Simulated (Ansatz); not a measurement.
Start from NaBr in the rock salt structure (space group Fm-3m, No. 225).

```
CELL_PARAMETERS angstrom
      0.00000     3.01799     3.01799
      3.01799     0.00000     3.01799
      3.01799     3.01799     0.00000
ATOMIC_POSITIONS crystal
  Br 0.00000 0.00000 0.00000
  Na 0.50000 0.50000 0.50000
```

Calculations: PBE/PAW in Ansatz (a program for electronic structure), spin-orbit coupling left out.

One change was made to it. Results:

| quantity | base | after |
|---|---|---|
| density | 3.11 g/cm³ | 5.60 g/cm³ |
| band gap | 4.07 eV | 5.48 eV |
| electron mass | 0.32 mₑ (at Γ) | 1.1 mₑ along k, 0.28 mₑ across (at X) |

Q: Name the change that was made.
A) pressure 45 GPa
B) pressure 4.2 GPa
C) pressure −2 GPa
D) pressure 1.8 GPa
E) pressure −1 GPa

A: A, pressure 45 GPa. For comparison, the band gap in the other runs: pressure 1.8 GPa gives 4.30 eV; pressure −1 GPa gives 3.91 eV; pressure 4.2 GPa gives 4.55 eV; pressure −2 GPa gives 3.71 eV.

Load acts through the strain it causes; cell and atoms are relaxed under it. Masses are band curvatures over ±0.01 Å⁻¹ around the edge. Along k means along the line from Γ to the band edge. No phonon test of stability was made. No other phases were tried under pressure.
